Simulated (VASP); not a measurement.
Runs of VASP 6.6.1 on Mg3Sb2. It takes space group P-3m1 (No. 164, trigonal). The conventional cell has a = 4.555 Å, b = 4.555 Å, c = 7.186 Å, α = 90.00°, β = 90.00°, γ = 120.00°. Mg (site symmetry 3m) is surrounded by 4 Sb at 2.83 to 2.94 Å and 3 Mg at 3.25 Å. Mg (site symmetry -3m) is surrounded by 6 Sb at 3.08 Å. Around Sb (site symmetry 3m) lie 7 Mg at 2.83 to 3.08 Å. 

| cell | gap on the mesh (eV) | pressure (GPa) |
| --- | --- | --- |
| atoms relaxed at fixed volume from: a relaxed cell with its volume scaled by 1.06 | 0.13 | -2.3 |
| atoms relaxed at fixed volume from: a relaxed cell with its volume scaled by 1.02 | 0.15 | -0.9 |
| atoms relaxed at fixed volume from: a relaxed cell with its volume scaled by 0.94 | 0.07 | 3.2 |
| atoms relaxed at fixed volume | (b) | 0.0 |
| atoms relaxed at fixed volume from: a relaxed cell with its volume scaled by 1.04 | (a) | -1.6 |

Alike in all rows: task relaxation of shape and atoms at fixed volume; level PBEsol; potentials or basis VASP PAW PBE potentials, release 64 (Mg, Sb); no spin polarisation; k mesh 9 × 9 × 5; cutoff (eV) 600; smearing gaussian 0.03 eV.

Question: Estimate the missing entries.

Answer: (a) 0.14; (b) 0.16.

Caveats: the PAW data sets were made with another functional, which shifts forces and pressure a little; spin-orbit coupling is left out, which moves the levels of the heavy elements; an odd mesh through Γ misses points on the zone boundary, where band edges often lie; the relaxation stopped at its first step, so nothing moved (some runs).

A k mesh can miss the band edges, and the runs leave out spin-orbit coupling on Sb.
